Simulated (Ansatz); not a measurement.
# GaN: the cost of one run

Method: DFT LDA, scalar-relativistic, plane waves, PAW, in Ansatz 0.2.0.

2 further runs of the same task are left out: 2 that didn't finish.

## (1) The system as given

The structure is cubic, space group Fm-3m (No. 225). Conventional cell: a = 4.270 Å, b = 4.270 Å, c = 4.270 Å, α = 90.00°, β = 90.00°, γ = 90.00°. Ga (site symmetry m-3m) is surrounded by 6 N at 2.14 Å. Around N (site symmetry m-3m) lie 6 Ga at 2.14 Å.

As a file:

```
Ga N
1.0
     0.00000    2.13524    2.13524
     2.13524    0.00000    2.13524
     2.13524    2.13524    0.00000
Ga N
1 1
Direct
  0.00000 0.00000 0.00000
  0.50000 0.50000 0.50000
```

Source of the structure: the Materials Project (structure only).

(A quick probe on a coarse mesh, which set the mesh and smearing, is not shown.)

## (3) Rough relaxation on the coarse mesh

Input file input.yaml:

```yaml
crystal:
  lattice:
    - [0.0, 2.135235, 2.135235]
    - [2.135235, 0.0, 2.135235]
    - [2.135235, 2.135235, 0.0]
  atoms:
    - { symbol: Ga, position: [0.0, 0.0, 0.0] }
    - { symbol: "N", position: [0.5, 0.5, 0.5] }
basis:
  ecutwfc: 420
kpoints:
  mp_grid: { grid: [8, 8, 8] }
hamiltonian:
  xc: lda
scf:
  occupations: { method: gaussian, width: 0.1 }
output:
  forces: true
  stress: true
  eigenvalues: true
relax:
  adjacent_minimum: "off"
  f_tol: 0.05
  max_steps: 80
  cell: { stress_tol: 0.5 }
```

Command:

```
$ ansatz run input.yaml --threads 2 --pin off --max-ram 5120MiB --backend cpu --events-out ev --progress --plain --runs-dir out
```

What time and memory should one allow on 2 threads of Arm Neoverse V2, shared host?

About 1.8 s, with a peak of 0.27 GiB.
